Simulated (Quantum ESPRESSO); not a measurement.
**Os in Quantum ESPRESSO: the effect of dispersion**

Os:

```
Os
1.0
     2.73410    0.00000    0.00000
    -1.36705    2.36780    0.00000
     0.00000    0.00000    4.31970
Os
2
Direct
  0.66667 0.33333 0.75000
  0.33333 0.66667 0.25000
```

Alike in all runs:

- Program: Quantum ESPRESSO 7.5
- Task: phonons
- Potentials or basis: JTH 2.0 PBE
- Cutoff: 707 eV
- Density cutoff: 4245 eV
- k mesh: 11 × 11 × 6
- Occupations: cold, width 0.2 eV
- Spin: no spin polarisation

Each run relaxes the cell or the atoms first.

```csv
dispersion,functional,relaxed volume (Å³/atom),highest phonon frequency (cm⁻¹)
none,PBE,14.28,211
D2,PBE,13.24,263
D3(BJ) two-body,PBE,14.02,222
rVV10,rPW86PBE,14.77,207
rev-vdW-DF2,rev-vdW-DF2,?,?
```

Q: What does the run with dispersion rev-vdW-DF2 give?

A: Relaxed volume 14.17 Å³/atom; highest phonon frequency 216 cm⁻¹.

Caveats: the mesh is thin for the phonons of a metal; pairwise dispersion overbinds metals, which lowers pressure and volume (some runs); the potentials were made for another functional, which shifts forces and pressure (some runs).
